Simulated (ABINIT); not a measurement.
# Rh (Fm-3m) in ABINIT: a series of runs, part 2 of 2

ABINIT 10.8.3 (patched build).

## 4. Equation of state, PW91

Input file run.abi:

```
# Datasets: one volume each
ndtset 7
getwfk -1
scalecart1 3*0.9795861087
scalecart2 3*0.9864848297
scalecart3 3*0.9932883884
scalecart4 3*1.0000000000
scalecart5 3*1.0066227096
scalecart6 3*1.0131594038
scalecart7 3*1.0196128224

# Pseudopotentials
pp_dirpath "./"
pseudos "Rh.GGA_PBE-JTH.xml"

# Structure
acell 2.6839652093 2.6839652093 2.6839652093 Angstrom
rprim
     0.0000000000     0.7071067812     0.7071067812
     0.7071067812     0.0000000000     0.7071067812
     0.7071067812     0.7071067812     0.0000000000
ntypat 1
znucl 45
natom 1
typat 1
xred
     0.0000000000     0.0000000000     0.0000000000

# Plane-wave basis
ecut 20.0
pawecutdg 40.0

# k points
kptopt 1
ngkpt 12 12 12
nshiftk 1
shiftk 0.0 0.0 0.0

# Exchange and correlation
ixc -109134

# Bands and occupations
nband 13
occopt 3
tsmear 0.05 eV

# SCF cycle
nstep 100
tolvrs 1.0e-9

# Output
iomode 3
prtwf 1
prtden 0
prteig 0
prtebands 0
```

Potentials or basis: JTH PAW PBE v2.0.

Started as:

```sh
> abinit run.abi > log 2>&1
```

run.abo:

```text
.Version 10.8.3 of ABINIT
 DATASET    1 : space group Fm -3 m (#225); Bravais cF (face-center cubic)
================================================================================
 Values of the parameters that define the memory need for DATASET  1.
     intxc =       0    ionmov =       0      iscf =      17    lmnmax =      18
     lnmax =       6     mgfft =      24  mpssoang =       3    mqgrid =    3001
     natom =       1  nloc_mem =       2    nspden =       1   nspinor =       1
    nsppol =       1      nsym =      48    n1xccc =       1    ntypat =       1
    occopt =       3   xclevel =       2
       mpw =         380          nfft =       13824          nkpt =          72
 PAW method is used; the additional fine FFT grid is defined by:
   mgfftf=        30    nfftf =     27000
================================================================================
================================================================================
[... 71 lines left out ...]
 DATASET    7 : space group Fm -3 m (#225); Bravais cF (face-center cubic)
================================================================================
 Values of the parameters that define the memory need for DATASET  7.
     intxc =       0    ionmov =       0      iscf =      17    lmnmax =      18
     lnmax =       6     mgfft =      24  mpssoang =       3    mqgrid =    3001
     natom =       1  nloc_mem =       2    nspden =       1   nspinor =       1
    nsppol =       1      nsym =      48    n1xccc =       1    ntypat =       1
    occopt =       3   xclevel =       2
       mpw =         432          nfft =       13824          nkpt =          72
 PAW method is used; the additional fine FFT grid is defined by:
   mgfftf=        30    nfftf =     27000
================================================================================
================================================================================

--------------------------------------------------------------------------------
------------- Echo of variables that govern the present computation ------------
--------------------------------------------------------------------------------
 -outvars: echo values of preprocessed input variables --------
            acell      5.0719591770E+00  5.0719591770E+00  5.0719591770E+00 Bohr
              amu      1.02905500E+02
             ecut      2.00000000E+01 Hartree
           getwfk          -1
                       outvar_i_n : Printing only first  50 k-points.
              ixc     -109134
           jdtset        1    2    3    4    5    6    7
                       outvar_i_n : Printing only first  50 k-points.
         kptrlatt       12    0    0      0   12    0      0    0   12
          kptrlen1     5.96210490E+01
          kptrlen2     6.00409294E+01
          kptrlen3     6.04550179E+01
          kptrlen4     6.08635101E+01
          kptrlen5     6.12665915E+01
          kptrlen6     6.16644376E+01
          kptrlen7     6.20572153E+01
            natom           1
            nband          13
           ndtset           7
            ngfft          24      24      24
          ngfftdg          30      30      30
             nkpt          72
            nstep         100
             nsym          48
           ntypat           1
                       prtocc : prtvol=0, do not print more k-points.
           occopt           3
        pawecutdg      4.00000000E+01 Hartree
         pawxcdev           0
           prtden           0
        prtebands           0
           prteig           0
            rprim1     0.0000000000E+00  6.9267198023E-01  6.9267198023E-01
                       6.9267198023E-01  0.0000000000E+00  6.9267198023E-01
                       6.9267198023E-01  6.9267198023E-01  0.0000000000E+00
            rprim2     0.0000000000E+00  6.9755011263E-01  6.9755011263E-01
                       6.9755011263E-01  0.0000000000E+00  6.9755011263E-01
                       6.9755011263E-01  6.9755011263E-01  0.0000000000E+00
            rprim3     0.0000000000E+00  7.0236095512E-01  7.0236095512E-01
                       7.0236095512E-01  0.0000000000E+00  7.0236095512E-01
                       7.0236095512E-01  7.0236095512E-01  0.0000000000E+00
            rprim4     0.0000000000E+00  7.0710678120E-01  7.0710678120E-01
                       7.0710678120E-01  0.0000000000E+00  7.0710678120E-01
                       7.0710678120E-01  7.0710678120E-01  0.0000000000E+00
            rprim5     0.0000000000E+00  7.1178974407E-01  7.1178974407E-01
                       7.1178974407E-01  0.0000000000E+00  7.1178974407E-01
                       7.1178974407E-01  7.1178974407E-01  0.0000000000E+00
            rprim6     0.0000000000E+00  7.1641188486E-01  7.1641188486E-01
                       7.1641188486E-01  0.0000000000E+00  7.1641188486E-01
                       7.1641188486E-01  7.1641188486E-01  0.0000000000E+00
            rprim7     0.0000000000E+00  7.2097514092E-01  7.2097514092E-01
                       7.2097514092E-01  0.0000000000E+00  7.2097514092E-01
                       7.2097514092E-01  7.2097514092E-01  0.0000000000E+00
          spgroup         225
           tolvrs      1.00000000E-09
           tsmear      1.83746611E-03 Hartree
            typat      1
           useylm           1
                       outvars : Printing only first  50 k-points.
            znucl       45.00000

================================================================================

 chkinp: Checking input parameters for consistency, jdtset=   1.

 chkinp: Checking input parameters for consistency, jdtset=   2.
[... 42 lines left out ...]
 getcut: wavevector=  0.0000  0.0000  0.0000  ngfft=  30  30  30
         ecut(hartree)=     40.000   => boxcut(ratio)=   2.12319

--- Pseudopotential description ------------------------------------------------
- pspini: atom type   1  psp file is ./Rh.GGA_PBE-JTH.xml
 Pseudopotential format is: paw10
 basis_size (lnmax)=  6 (lmn_size= 18), orbitals=   0   0   1   1   2   2
 Spheres core radius: rc_sph= 2.21251062
 Shapefunction is SIN type: shapef(r)=[sin(pi*r/rshp)/(pi*r/rshp)]**2
 Radius for shape functions =  2.00372819
 Compensation charge density is not taken into account in XC energy/potential

   3.74318991E+02                                ecore*ucvol(ha*bohr**3)
--------------------------------------------------------------------------------

[... 1205 lines left out ...]
-Cartesian components of stress tensor (GPa)         [Pressure= -7.4166E+00 GPa]
- sigma(1 1)=  7.41657907E+00  sigma(3 2)=  0.00000000E+00
- sigma(2 2)=  7.41657907E+00  sigma(3 1)=  0.00000000E+00
- sigma(3 3)=  7.41657907E+00  sigma(2 1)=  0.00000000E+00

== END DATASET(S) ==============================================================
================================================================================

 -outvars: echo values of variables after computation  --------
            acell      5.0719591770E+00  5.0719591770E+00  5.0719591770E+00 Bohr
           etotal1    -1.1150833382E+02
           etotal2    -1.1150992134E+02
           etotal3    -1.1151104078E+02
           etotal4    -1.1151174268E+02
           etotal5    -1.1151206203E+02
           etotal6    -1.1151204027E+02
           etotal7    -1.1151171962E+02
            fcart1    -0.0000000000E+00 -0.0000000000E+00 -0.0000000000E+00
            fcart2    -0.0000000000E+00 -0.0000000000E+00 -0.0000000000E+00
            fcart3    -0.0000000000E+00 -0.0000000000E+00 -0.0000000000E+00
            fcart4    -0.0000000000E+00 -0.0000000000E+00 -0.0000000000E+00
            fcart5    -0.0000000000E+00 -0.0000000000E+00 -0.0000000000E+00
            fcart6    -0.0000000000E+00 -0.0000000000E+00 -0.0000000000E+00
            fcart7    -0.0000000000E+00 -0.0000000000E+00 -0.0000000000E+00
            rprim1     0.0000000000E+00  6.9267198023E-01  6.9267198023E-01
                       6.9267198023E-01  0.0000000000E+00  6.9267198023E-01
                       6.9267198023E-01  6.9267198023E-01  0.0000000000E+00
[... 17 lines left out ...]
                       7.2097514092E-01  7.2097514092E-01  0.0000000000E+00
           strten1    -9.9453227220E-04 -9.9453227220E-04 -9.9453227220E-04
                       0.0000000000E+00  0.0000000000E+00  0.0000000000E+00
           strten2    -7.2357315884E-04 -7.2357315884E-04 -7.2357315884E-04
                       0.0000000000E+00  0.0000000000E+00  0.0000000000E+00
           strten3    -4.8638995699E-04 -4.8638995699E-04 -4.8638995699E-04
                       0.0000000000E+00  0.0000000000E+00  0.0000000000E+00
           strten4    -2.6994159829E-04 -2.6994159829E-04 -2.6994159829E-04
                       0.0000000000E+00  0.0000000000E+00  0.0000000000E+00
           strten5    -7.2969822808E-05 -7.2969822808E-05 -7.2969822808E-05
                       0.0000000000E+00  0.0000000000E+00  0.0000000000E+00
           strten6     9.9587586745E-05  9.9587586745E-05  9.9587586745E-05
                       0.0000000000E+00  0.0000000000E+00  0.0000000000E+00
           strten7     2.5208439869E-04  2.5208439869E-04  2.5208439869E-04
                       0.0000000000E+00  0.0000000000E+00  0.0000000000E+00
 Calculation completed.
```

It took 82 s on 1 thread of Arm Neoverse V2, shared host; peak memory 0.13 GiB.

Results:

```
Equilibrium volume                      : 14.06 Å³/atom
Bulk modulus                            : 266 GPa
Pressure derivative of the bulk modulus : 4.5
```

Energy against volume, from the lowest point:
```
volume (Å³/atom)  energy (meV/atom)
          12.851             101.45
          13.125              58.25
          13.398              27.79
          13.671               8.69
          13.945               0.00
          14.218               0.59
          14.492               9.32
```

Caveat: pressures at fixed basis lie under the slope of the energies; the PAW data sets were made with another functional, which shifts forces and pressure a little.

## 5. Equation of state, BP86+D2

Edit run.abi of step 4 so:

```diff
@@ -1,2 +1 @@
-# Datasets: one volume each
 ndtset 7
@@ -11,3 +10,2 @@
 
-# Pseudopotentials
 pp_dirpath "./"
@@ -15,3 +13,2 @@
 
-# Structure
 acell 2.6839652093 2.6839652093 2.6839652093 Angstrom
@@ -28,7 +25,5 @@
 
-# Plane-wave basis
-ecut 20.0
+ecut 544.227725 eV
 pawecutdg 40.0
 
-# k points
 kptopt 1
@@ -38,11 +33,9 @@
 
-# Exchange and correlation
-ixc -109134
+ixc -106132
+vdw_xc 5
 
-# Bands and occupations
 nband 13
 occopt 3
-tsmear 0.05 eV
+tsmear 0.00183747
 
-# SCF cycle
 nstep 100
@@ -50,3 +43,2 @@
 
-# Output
 iomode 3
@@ -56 +48,2 @@
 prtebands 0
+enunit 1
```

Started as:

```sh
> abinit run.abi > log 2>&1
```

Run time: 76 s. Hardware: 1 thread of Arm Neoverse V2, shared host; peak memory 0.13 GiB.

Results (log left out):

```yaml
Equilibrium_volume: 13.36 Å³/atom
Bulk_modulus: 273 GPa
Pressure_derivative_of_the_bulk_modulus: "5.2 (rough: it moves with the points fitted)"
```

Energy against volume, from the lowest point:
```csv
volume (Å³/atom),energy (meV/atom)
12.851,18.00
13.125,3.70
13.398,0.00
13.671,5.60
13.945,19.59
14.218,40.95
14.492,68.48
```

Caveat: pressures at fixed basis lie under the slope of the energies; the PAW data sets were made with another functional, which shifts forces and pressure a little.

## 6. For comparison

An earlier run on the cell as given: functional PBE; potentials or basis JTH PAW PBE v2.0; cutoff 435 eV; k mesh 12 × 12 × 12; occupations fermi-dirac, width 0.05 eV; no spin polarisation.

* Pressure: 6.8 GPa
* Band gap on the k mesh: none (metal or under the smearing width)
* Valence electrons inside the program's atomic spheres: Rh 14.88 (radii [1.1708] Å)

## 7. The runs side by side

```csv
task,level,cutoff (eV),dispersion computed by,fine-grid cutoff,gap on the mesh (eV),pressure (GPa),V0 of scaled cells (Å³/atom),B0 (GPa)
equation of state,AM05+D4,544,dftd4 4.3.1,1088.46 eV,-,-,13.20,308
band structure,BP86,544,-,1088.46 eV,none,9.1,-,-
equation of state,PW91,544,-,1088.46 eV,-,-,14.06,266
equation of state,BP86+D2,544,-,1088.46 eV,-,-,13.36,273
single point,PBE,435,-,870.764 eV,none,6.8,-,-
```

Alike in all rows: potentials or basis JTH PAW PBE v2.0; no spin polarisation; cell as given; k mesh 12 × 12 × 12; smearing fermi-dirac 0.05 eV.

Caveats: the PAW data sets were made with another functional, which shifts forces and pressure a little (some runs); pressures at fixed basis lie under the slope of the energies (some runs).

Total energies depend on the potentials used, so only differences within one code and one set of settings carry meaning.

## 8. Comparison with measurements

Step 2. A measured bulk modulus of Rh is 264 GPa (quoted in “Thermal equation of state of rhodium characterized by XRD in a resistively heated diamond anvil cell”, 2024, pmc:11535440); the calculated 308 GPa misses it by +16.5 %. The fit is for a static lattice scaled at fixed shape and fixed fractional positions.

Step 4. A measured bulk modulus of Rh is 264 GPa (quoted in “Thermal equation of state of rhodium characterized by XRD in a resistively heated diamond anvil cell”, 2024, pmc:11535440); the calculated 266 GPa misses it by +0.6 %. The fit is for a static lattice scaled at fixed shape and fixed fractional positions.

Step 5. Against the measured bulk modulus of Rh, 264 GPa (quoted in “Thermal equation of state of rhodium characterized by XRD in a resistively heated diamond anvil cell”, 2024, pmc:11535440), the calculated 273 GPa is off by +3.3 %. The fit is for a static lattice scaled at fixed shape and fixed fractional positions.
